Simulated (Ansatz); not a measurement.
# Cd: a listed cell, distorted in several ways

How do energy, forces, pressure and gap of Cd change under further strains and shifts, distortions that keep the symmetry, other functionals? Each case is one self-consistent run.

Program: Ansatz 0.2.0. Level of theory: DFT PBE, scalar-relativistic, plane waves, PAW. These are calculated values, not measurements.

### Step 1. The system as given

The structure is cubic, space group Fm-3m (No. 225). The conventional cell has a = 4.436 Å, b = 4.436 Å, c = 4.436 Å, α = 90.00°, β = 90.00°, γ = 90.00°. Around Cd (site symmetry m-3m) lie 12 Cd at 3.14 Å.

Structure file:

```cif
data_structure
_symmetry_space_group_name_H-M 'Fm-3m'
_symmetry_Int_Tables_number 225
_cell_length_a 4.4363
_cell_length_b 4.4363
_cell_length_c 4.4363
_cell_angle_alpha 90.000
_cell_angle_beta 90.000
_cell_angle_gamma 90.000
_cell_volume 87.31
loop_
_atom_site_label
_atom_site_type_symbol
_atom_site_symmetry_multiplicity
_atom_site_Wyckoff_symbol
_atom_site_fract_x
_atom_site_fract_y
_atom_site_fract_z
_atom_site_occupancy
Cd1 Cd 4 a 0.00000 0.00000 0.00000 1
```

The structure comes from the Materials Project (structure only).

### Step 2. A change within a subgroup

The change: strain xx, yy, zz, yz, xz, xy = -2.8, -4.3, -4.3, +0.0, +0.0, +0.0 %.

The input, input.yaml:

```yaml
crystal:
  lattice:
    - [0.0, 2.1238118411, 2.1238118411]
    - [2.1570840874, 0.0, 2.1238118411]
    - [2.1570840874, 2.1238118411, 0.0]
  atoms:
    - { symbol: Cd, position: [0.0, 0.0, 0.0] }
basis:
  ecutwfc: 420
kpoints:
  mp_grid: { grid: [14, 14, 14] }
hamiltonian:
  xc: pbe
scf:
  occupations: { method: gaussian, width: 0.1 }
output:
  forces: true
  stress: true
  eigenvalues: true
  populations: true
```

What it wrote (excerpt; [...] marks lines left out):

```text
Warning: RAYON_NUM_THREADS=1 ignored (pool sized by the plan → 1); use --threads N
[...]
Pseudopotentials: kind: paw
Pseudopotential: Cd, paw, valence charge 20, recommended cutoff 420 eV (normal), Cd.paw.azcp
Functional definition: PBE
[...]
Crystal: 1 atoms, lattice volume = 19.459 Å³
Basis set: ecut = 420 eV, 363 PW (Γ), exchange–correlation on 48×48×48 points (8 copies of the dense FFT grid, shifted against one another)
Bands: 14, of which v1, the nominal top of the filled ones, is band 10 counted from 1 (9 counted from 0)
Symmetry: 16 space group operations
Space group: I4/mmm (ITA 139), of the structure as read, at distance tolerance 2.7e-5 Å
k-points: 244 of 2744
[...]
SCF iter   1: F=—  HF=-8254.357578 eV  |F-HF|=—  |Δ(HF+E_count)|=         —  Δρ=7.46e-4  dr2=7.31e-5  ethr=1.77e-3  ⟨swp⟩=5.0  Hψ=17226  notcnv=0
[...]
SCF iter   6: F=-8254.357733 eV  HF=-8254.357733 eV  |F-HF|=1.27e-11  |Δ(HF+E_count)|=  6.57e-10  Δρ=3.17e-7  dr2=7.72e-12  ethr=1.70e-12  ⟨swp⟩=1.1  Hψ=9374  notcnv=0
[...]
SCF converged after 6 iterations
Free energy (F): -8254.357733 eV
[...]
E sigma→0 (E₀):  -8254.357333 eV
Entropy (-TS):   -0.000798 eV (-0.798 meV/atom)
Fermi energy:    16.708384 eV
[...]
--- Forces (eV/Å), atoms counted from 1 ---
  atom   1  Cd     0.00000000     0.00000000     0.00000000
[...]
--- Stress (GPa, compression-positive) ---
        9.933106      -0.000000       0.000000
       -0.000000      11.326246      -0.000000
        0.000000       0.000000      11.326246
  P = ⅓ Tr σ = 10.8619 GPa (108.619 kbar)
--- Band table (eV; the first three rows and the last of 244) ---
  k-point 0: bands = ["-86.4998", "-47.5209", "-47.5207", "-47.5207", "7.0515", "7.2160", "7.2793", "7.2793", "7.8087", "7.8687", "30.1293", "32.3342", "32.3869", "32.3869"]
[...]
--- Löwdin populations: 1 site ---
  site symbol       q [e]
     0     Cd     19.4797
  spilling = 0.026014 (of n_electrons = 20.000000)
```

Wall time 3.2 s (1 thread of an Arm CPU, shared host); peak memory 0.32 GiB.

By site:

| atom | Löwdin electrons |
| --- | --- |
| Cd1 | 19.48 |

The Löwdin counts miss 0.52 of the 20 electrons, which the atomic orbitals do not span, so they are no charges.

### Step 3. A change within the space group

The change: strain xx, yy, zz, yz, xz, xy = -3.5, -3.5, -3.5, +0.0, +0.0, +0.0 %.

The input, input.yaml:

```yaml
crystal:
  lattice:
    - [0.0, 2.1411799537, 2.1411799537]
    - [2.1411799537, 0.0, 2.1411799537]
    - [2.1411799537, 2.1411799537, 0.0]
  atoms:
    - { symbol: Cd, position: [0.0, 0.0, 0.0] }
basis:
  ecutwfc: 420
kpoints:
  mp_grid: { grid: [16, 16, 16] }
hamiltonian:
  xc: pbe
scf:
  occupations: { method: gaussian, width: 0.1 }
output:
  forces: true
  stress: true
  eigenvalues: true
  populations: true
```

What it wrote (excerpt; [...] marks lines left out):

```text
Warning: RAYON_NUM_THREADS=1 ignored (pool sized by the plan → 1); use --threads N
[...]
Pseudopotentials: kind: paw
Pseudopotential: Cd, paw, valence charge 20, recommended cutoff 420 eV (normal), Cd.paw.azcp
Functional definition: PBE
[...]
Crystal: 1 atoms, lattice volume = 19.633 Å³
Basis set: ecut = 420 eV, 387 PW (Γ), exchange–correlation on 48×48×48 points (8 copies of the dense FFT grid, shifted against one another)
Bands: 14, of which v1, the nominal top of the filled ones, is band 10 counted from 1 (9 counted from 0)
Symmetry: 48 space group operations
Space group: Fm-3m (ITA 225), of the structure as read, at distance tolerance 2.7e-5 Å
k-points: 145 of 4096
[...]
SCF iter   1: F=—  HF=-8254.358470 eV  |F-HF|=—  |Δ(HF+E_count)|=         —  Δρ=6.15e-4  dr2=3.28e-5  ethr=1.77e-3  ⟨swp⟩=4.9  Hψ=10187  notcnv=0
[...]
SCF iter   6: F=-8254.358642 eV  HF=-8254.358642 eV  |F-HF|=9.28e-11  |Δ(HF+E_count)|=  8.00e-10  Δρ=8.50e-7  dr2=1.01e-10  ethr=1.19e-11  ⟨swp⟩=2.0  Hψ=5748  notcnv=0
[...]
SCF converged after 6 iterations
Free energy (F): -8254.358642 eV
[...]
E sigma→0 (E₀):  -8254.357232 eV
Entropy (-TS):   -0.002820 eV (-2.820 meV/atom)
Fermi energy:    16.596237 eV
[...]
--- Forces (eV/Å), atoms counted from 1 ---
  atom   1  Cd    -0.00000000     0.00000000    -0.00000000
[...]
--- Stress (GPa, compression-positive) ---
        9.774667      -0.000000       0.000000
        0.000000       9.774667      -0.000000
        0.000000       0.000000       9.774667
  P = ⅓ Tr σ = 9.7747 GPa (97.747 kbar)
--- Band table (eV; the first three rows and the last of 145) ---
  k-point 0: bands = ["-86.6720", "-47.6939", "-47.6939", "-47.6939", "6.9359", "7.0953", "7.0953", "7.0953", "7.6652", "7.6652", "29.9237", "32.1056", "32.1056", "32.1056"]
[...]
--- Löwdin populations: 1 site ---
  site symbol       q [e]
     0     Cd     19.4720
  spilling = 0.026402 (of n_electrons = 20.000000)
```

Run time: 2.2 s. Hardware: 1 thread of an Arm CPU, shared host; peak memory 0.29 GiB.

By site:

| atom | Löwdin electrons |
| --- | --- |
| Cd1 | 19.47 |

The Löwdin counts miss 0.53 of the 20 electrons, which the atomic orbitals do not span, so they are no charges.

### Step 4. Functional and cell changed: PBEsol

The change: strain xx, yy, zz, yz, xz, xy = +0.1, +0.1, +0.1, +0.0, +0.0, +0.0 %.

The input, input.yaml:

```yaml
crystal:
  lattice:
    - [0.0, 2.2193031879, 2.2193031879]
    - [2.2193031879, 0.0, 2.2193031879]
    - [2.2193031879, 2.2193031879, 0.0]
  atoms:
    - { symbol: Cd, position: [0.0, 0.0, 0.0] }
basis:
  ecutwfc: 420
kpoints:
  mp_grid: { grid: [16, 16, 16] }
hamiltonian:
  xc: pbesol
scf:
  occupations: { method: gaussian, width: 0.1 }
output:
  forces: true
  stress: true
  eigenvalues: true
```

What it wrote (excerpt; [...] marks lines left out):

```text
Warning: RAYON_NUM_THREADS=1 ignored (pool sized by the plan → 1); use --threads N
[...]
Pseudopotentials: kind: paw
Pseudopotential: Cd, paw, valence charge 20, recommended cutoff 420 eV (normal), Cd.paw.azcp
Functional definition: PBEsol
[...]
Crystal: 1 atoms, lattice volume = 21.861 Å³
Basis set: ecut = 420 eV, 411 PW (Γ), exchange–correlation on 48×48×48 points (8 copies of the dense FFT grid, shifted against one another)
Bands: 14, of which v1, the nominal top of the filled ones, is band 10 counted from 1 (9 counted from 0)
Symmetry: 48 space group operations
Space group: Fm-3m (ITA 225), of the structure as read, at distance tolerance 2.8e-5 Å
k-points: 145 of 4096
[...]
SCF iter   1: F=—  HF=-8184.039183 eV  |F-HF|=—  |Δ(HF+E_count)|=         —  Δρ=5.68e-3  dr2=5.74e-3  ethr=1.77e-3  ⟨swp⟩=5.0  Hψ=10259  notcnv=0
[...]
SCF iter   6: F=-8184.037275 eV  HF=-8184.037275 eV  |F-HF|=1.64e-11  |Δ(HF+E_count)|=  5.46e-12  Δρ=3.99e-7  dr2=2.20e-11  ethr=1.16e-12  ⟨swp⟩=1.1  Hψ=6147  notcnv=0
[...]
SCF converged after 6 iterations
Free energy (F): -8184.037275 eV
[...]
E sigma→0 (E₀):  -8184.035913 eV
Entropy (-TS):   -0.002724 eV (-2.724 meV/atom)
Fermi energy:    14.203911 eV
[...]
--- Forces (eV/Å), atoms counted from 1 ---
  atom   1  Cd    -0.00000000     0.00000000     0.00000000
[...]
--- Stress (GPa, compression-positive) ---
       -2.062726      -0.000000       0.000000
        0.000000      -2.062726       0.000000
        0.000000      -0.000000      -2.062726
  P = ⅓ Tr σ = -2.0627 GPa (-20.627 kbar)
--- Band table (eV; the first three rows and the last of 145) ---
  k-point 0: bands = ["-88.5879", "-49.6503", "-49.6503", "-49.6503", "5.1660", "5.1660", "5.1660", "5.4183", "5.6240", "5.6240", "27.3955", "28.8445", "28.8445", "28.8445"]
[...]
```

It took 1.8 s on 1 thread of an Arm CPU, shared host; peak memory 0.3 GiB.

### Step 5. Another functional, on a distorted cell: r2SCAN

What differs from the listed cell: strain xx, yy, zz, yz, xz, xy = +0.5, +0.5, +0.5, +0.0, +0.0, +0.0 %.

The input, input.yaml:

```yaml
crystal:
  lattice:
    - [0.0, 2.2299724882, 2.2299724882]
    - [2.2299724882, 0.0, 2.2299724882]
    - [2.2299724882, 2.2299724882, 0.0]
  atoms:
    - { symbol: Cd, position: [0.0, 0.0, 0.0] }
basis:
  ecutwfc: 500
kpoints:
  mp_grid: { grid: [16, 16, 16] }
hamiltonian:
  xc: r2scan
scf:
  occupations: { method: gaussian, width: 0.1 }
output:
  forces: true
  stress: true
  eigenvalues: true
  populations: true
```

What it wrote (excerpt; [...] marks lines left out):

```text
Warning: RAYON_NUM_THREADS=1 ignored (pool sized by the plan → 1); use --threads N
[...]
Pseudopotentials: kind: paw
Pseudopotential: Cd, paw, valence charge 20, recommended cutoff 500 eV (meta_gga), Cd.paw.azcp
Functional definition: r2SCAN
[...]
Crystal: 1 atoms, lattice volume = 22.178 Å³
Basis set: ecut = 500 eV, 537 PW (Γ), exchange–correlation on 96×96×96 points (64 copies of the dense FFT grid, shifted against one another)
Bands: 14, of which v1, the nominal top of the filled ones, is band 10 counted from 1 (9 counted from 0)
Symmetry: 48 space group operations
Space group: Fm-3m (ITA 225), of the structure as read, at distance tolerance 2.8e-5 Å
k-points: 145 of 4096
[...]
SCF iter   1: F=—  HF=-8268.148791 eV  |F-HF|=—  |Δ(HF+E_count)|=         —  Δρ=6.12e-3  dr2=4.72e-3  dr2_τ=5.76e-3  ethr=1.77e-3  ⟨swp⟩=5.0  Hψ=10368  notcnv=0
[...]
SCF iter   6: F=-8268.151346 eV  HF=-8268.151346 eV  |F-HF|=4.46e-10  |Δ(HF+E_count)|=   1.41e-8  Δρ=3.46e-6  dr2=1.96e-9  dr2_τ=5.81e-11  ethr=2.02e-11  ⟨swp⟩=1.8  Hψ=6296  notcnv=0
[...]
SCF converged after 6 iterations
Free energy (F): -8268.151346 eV
[...]
E sigma→0 (E₀):  -8268.150051 eV
Entropy (-TS):   -0.002590 eV (-2.590 meV/atom)
Fermi energy:    14.123174 eV
[...]
--- Forces (eV/Å), atoms counted from 1 ---
  atom   1  Cd    -0.00000000     0.00000000     0.00000000
[...]
--- Stress (GPa, compression-positive) ---
       -0.923143       0.000000       0.000000
       -0.000000      -0.923143       0.000000
        0.000000      -0.000000      -0.923143
  P = ⅓ Tr σ = -0.9231 GPa (-9.231 kbar)
--- Band table (eV; the first three rows and the last of 145) ---
  k-point 0: bands = ["-91.8530", "-51.9699", "-51.9699", "-51.9699", "4.5303", "4.5303", "4.5303", "4.9737", "4.9737", "5.0933", "27.6901", "29.3289", "29.3289", "29.3289"]
[...]
--- Löwdin populations: 1 site ---
  site symbol       q [e]
     0     Cd     19.5090
  spilling = 0.024552 (of n_electrons = 20.000000)
```

Wall time 4.5 s (1 thread of an Arm CPU, shared host); peak memory 0.36 GiB.

By site:

| atom | Löwdin electrons |
| --- | --- |
| Cd1 | 19.51 |

The Löwdin counts miss 0.49 of the 20 electrons, which the atomic orbitals do not span, so they are no charges.

### Step 6. A change within the space group

Against the listed cell: strain xx, yy, zz, yz, xz, xy = +3.7, +3.7, +3.7, +0.0, +0.0, +0.0 %.

The input, input.yaml:

```yaml
crystal:
  lattice:
    - [0.0, 2.3007314652, 2.3007314652]
    - [2.3007314652, 0.0, 2.3007314652]
    - [2.3007314652, 2.3007314652, 0.0]
  atoms:
    - { symbol: Cd, position: [0.0, 0.0, 0.0] }
basis:
  ecutwfc: 420
kpoints:
  mp_grid: { grid: [16, 16, 16] }
hamiltonian:
  xc: pbe
scf:
  occupations: { method: gaussian, width: 0.1 }
output:
  forces: true
  stress: true
  eigenvalues: true
```

What it wrote (excerpt; [...] marks lines left out):

```text
Warning: RAYON_NUM_THREADS=1 ignored (pool sized by the plan → 1); use --threads N
[...]
Pseudopotentials: kind: paw
Pseudopotential: Cd, paw, valence charge 20, recommended cutoff 420 eV (normal), Cd.paw.azcp
Functional definition: PBE
[...]
Crystal: 1 atoms, lattice volume = 24.357 Å³
Basis set: ecut = 420 eV, 531 PW (Γ), exchange–correlation on 48×48×48 points (8 copies of the dense FFT grid, shifted against one another)
Bands: 14, of which v1, the nominal top of the filled ones, is band 10 counted from 1 (9 counted from 0)
Symmetry: 48 space group operations
Space group: Fm-3m (ITA 225), of the structure as read, at distance tolerance 2.9e-5 Å
k-points: 145 of 4096
[...]
SCF iter   1: F=—  HF=-8254.432685 eV  |F-HF|=—  |Δ(HF+E_count)|=         —  Δρ=4.10e-4  dr2=1.96e-5  ethr=1.77e-3  ⟨swp⟩=5.3  Hψ=10328  notcnv=0
[...]
SCF iter   6: F=-8254.432866 eV  HF=-8254.432866 eV  |F-HF|=9.95e-10  |Δ(HF+E_count)|=   4.92e-9  Δρ=2.12e-6  dr2=1.01e-9  ethr=6.58e-11  ⟨swp⟩=2.1  Hψ=6736  notcnv=0
[...]
SCF converged after 6 iterations
Free energy (F): -8254.432866 eV
[...]
E sigma→0 (E₀):  -8254.431541 eV
Entropy (-TS):   -0.002651 eV (-2.651 meV/atom)
Fermi energy:    12.467050 eV
[...]
--- Forces (eV/Å), atoms counted from 1 ---
  atom   1  Cd    -0.00000000    -0.00000000    -0.00000000
[...]
--- Stress (GPa, compression-positive) ---
       -2.151835      -0.000000      -0.000000
       -0.000000      -2.151835       0.000000
       -0.000000       0.000000      -2.151835
  P = ⅓ Tr σ = -2.1518 GPa (-21.518 kbar)
--- Band table (eV; the first three rows and the last of 145) ---
  k-point 0: bands = ["-90.2939", "-51.3349", "-51.3349", "-51.3349", "3.6232", "3.6232", "3.6232", "3.9789", "3.9789", "4.4802", "25.4143", "26.1687", "26.1687", "26.1687"]
[...]
```

Wall time 1.9 s (1 thread of an Arm CPU, shared host); peak memory 0.3 GiB.

### Step 7. Summary of results

```
step                                             case  energy (meV/atom)  pressure (GPa)  largest force (eV/Å)  gap on the mesh (eV)
                             listed cell, run earlier                  0             2.3                  0.00                  0.00
   2                       a change within a subgroup             +77.3*            10.9                  0.00                  0.00
   3                  a change within the space group              +77.4             9.8                  0.00                  0.00
   4              functional and cell changed: PBEsol                n/a            -2.1                  0.00                  0.00
   5  another functional, on a distorted cell: r2SCAN                n/a            -0.9                  0.00                  0.00
   6                  a change within the space group               +3.1            -2.2                  0.00                  0.00
```

Energies are counted from the listed cell, with the smearing taken to zero; a star marks another k mesh, which can shift energies by itself, so starred rows don't rank against the others. Other atoms or functionals have another zero of energy (n/a). A gap of 0.00 means none on the mesh at this level.

In words: The listed cell carries 2.3 GPa and forces up to 0.00 eV/Å at this level, so it is not this functional's equilibrium. No comparable point lies below the listed cell. The costliest is step 3, at 77 meV/atom. The distorted cells of the listed formula and level show no gap on the mesh.
